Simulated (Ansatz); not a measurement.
Input and output of a single-point calculation on AlN in the wurtzite structure (Ansatz 0.2.0, PBE). The cell was relaxed with r2SCAN and then strained (epitaxial +1.5 % in the xy plane, free normal strain -0.85 %), with the atoms relaxed again with r2SCAN; k points keep the names of the unstrained zone.

```yaml
crystal:
  lattice:
    - [3.1532941652, 0.0, 0.0]
    - [-1.5766470826, 2.7308328527, 0.0]
    - [0.0, 0.0, 4.9360797762]
  atoms:
    - { symbol: Al, position: [0.3333333333, 0.6666666667, -0.0053356499] }
    - { symbol: Al, position: [0.6666666667, 0.3333333333, 0.4946643501] }
    - { symbol: "N", position: [0.3333333333, 0.6666666667, 0.3803356499] }
    - { symbol: "N", position: [0.6666666667, 0.3333333333, 0.8803356499] }
kpoints:
  mp_grid: { grid: [12, 12, 6] }
  band_path:
    path:
      - [0.0, 0.0, 0.0]
      - [0.5, 0.0, 0.0]
      - [0.3333333333, 0.3333333333, 0.0]
      - [0.0, 0.0, 0.5]
      - [0.5, 0.0, 0.5]
      - [0.3333333333, 0.3333333333, 0.5]
    npoints: 1
hamiltonian:
  xc: pbe
scf:
  occupations: { method: fermi_dirac, width: 0.02 }
  n_extra_bands: 5
output:
  forces: true
  stress: true
  eigenvalues: true
```

The output follows, shortened, with numbered blanks.
```
[1]
Pseudopotential: Al, paw, valence charge 3, recommended cutoff 420 eV (normal)
Pseudopotential: N, paw, valence charge 5, recommended cutoff 420 eV (normal)
Functional definition: PBE
Crystal: 4 atoms, lattice volume = 42.505 Å³
Basis set: ecut = 420 eV, 833 PW (Γ)
Symmetry: 12 space group operations
Space group: P63mc (ITA 186)
k-points: 76 of 864 (time reversal used)
preconditioner: auto → none  [insulator: Δε(μ)=3.927 eV  σ=0.020 eV  ℏωp=22.8 eV]
NSCF: frozen V_eff on 6 k-points
SCF converged after 6 iterations
Free energy (F): -1848.494906 eV
Fermi energy:    9.068969 eV
--- Forces (eV/Å), atoms counted from 1 ---
[2]
--- Stress (GPa, compression-positive) ---
[3]
```

Task: Fill in the blanks. They hold the stress, the forces, the band count.

Result:
```
[1]
scf.n_extra_bands = 5 over 8 filled bands (N_el = 16.0): the run solves 13 bands
[2]
  atom   1  Al      0.00000      0.00000    -0.02579
  atom   2  Al      0.00000      0.00000    -0.02579
  atom   3  N       0.00000      0.00000      0.02581
  atom   4  N       0.00000      0.00000      0.02581
[3]
       -2.041771       0.000000       0.000000
        0.000000      -2.041771       0.000000
        0.000000       0.000000       4.264865
  P = ⅓ Tr σ = 0.0604 GPa (0.604 kbar)
```

Command: `ansatz run input.yaml --threads 2 --pin off --max-ram 2211MiB --backend cpu --events-out ev --progress --plain --runs-dir out`. Wall time 4.3 s on 2 threads of Arm Neoverse N1, with other jobs on the host, load about 0.7 per core; peak host memory 0.33 GiB.

The values are computed, spin-unpolarised, and not measurements.
